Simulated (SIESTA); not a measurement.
ZnSe (Stilleite):

```
Se Zn
1.0
     0.00000    2.83380    2.83380
     2.83380    0.00000    2.83380
     2.83380    2.83380    0.00000
Se Zn
1 1
Cartesian
  4.2507 4.2507 4.2507
  0.0000 0.0000 0.0000
```

Base run:

```yaml
Program: SIESTA 5.4.2
Functional: AM05
Potentials_or_basis: PseudoDojo 0.4 standard (PBEsol files)
Basis: DZP (energy shift 0.003 Ry; two zetas on semicore shells)
Grid_cutoff: 800 Ry
Energy_shift: 0.003 Ry
k_mesh: 8 × 8 × 8
Occupations: fermi-dirac, width 0.05 eV
Spin: no spin polarisation
```

Its results: band gap on the k mesh 1.54 eV, direct; pressure -0.5 GPa.

After a change of settings the same cell gave: band gap on the k mesh 1.34 eV, direct; pressure -3.0 GPa. Which change was it?
A. functional from AM05 to LDA; potentials or basis from PseudoDojo 0.4 standard (PBEsol files) to PseudoDojo 0.4 standard (LDA files)
B. functional from AM05 to vdW-DF-cx; potentials or basis from PseudoDojo 0.4 standard (PBEsol files) to PseudoDojo 0.4 standard (PBE files)
C. functional from AM05 to RPBE; potentials or basis from PseudoDojo 0.4 standard (PBEsol files) to PseudoDojo 0.4 standard (PBE files)
D. functional from AM05 to PBE; potentials or basis from PseudoDojo 0.4 standard (PBEsol files) to PseudoDojo 0.4 standard (PBE files)

A.

Caveats: short orbitals over semicore shells can move pressures by several GPa; the valence orbitals were made in a potential fitted to the semicore shell under them, which widens gaps by tenths of an eV or more; the basis of atomic orbitals isn't converged, which shifts pressures, moduli and gaps; the potentials were made for another functional, which shifts forces and pressure (some runs).

Not every run made on this cell is shown here.
